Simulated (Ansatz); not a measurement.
Si built on the lonsdaleite prototype, relaxed with r2SCAN: the symmetry is P6_3/mmc (No. 194, hexagonal); a = 3.832 Å, c = 6.341 Å in the conventional setting, 20.16 Å³ an atom. Si has 4 Si at 2.35–2.37 Å. One-shot G0W0@PBE in the PAW code Ansatz on a 6×6×2 mesh (contour deformation, no spin-orbit coupling), from a PBE gap of 0.422 eV over the mesh points (the G0W0 gap is indirect on the mesh); the number N of bands summed and the screening cutoff rise together. Calculated for a static, non-magnetic cell.

```
  N  cutoff (eV)  1000/N  G0W0 gap (eV)
139           80   7.194          0.785
311          140   3.215          0.894
```

Question: Lay a straight line in 1000/N through these rows.

Answer: The slope is -0.0274 eV per unit of 1000/N and the intercept 0.982 eV.

Question: Predict the gap at N = 565 (210 eV).

Answer: 0.982 + (-0.0274) × 1.770 = 0.934 eV; the run gives 0.930 eV, -0.004 eV from the line.

Question: With that run's result added, what limit do the last two rows suggest?

Answer: Their slope is (0.930 − 0.894)/(1.770 − 3.215) = -0.0249, which meets 1/N = 0 at 0.97 eV, against 0.982 eV from the first line. The two lines nearly agree; the k mesh isn't extrapolated.
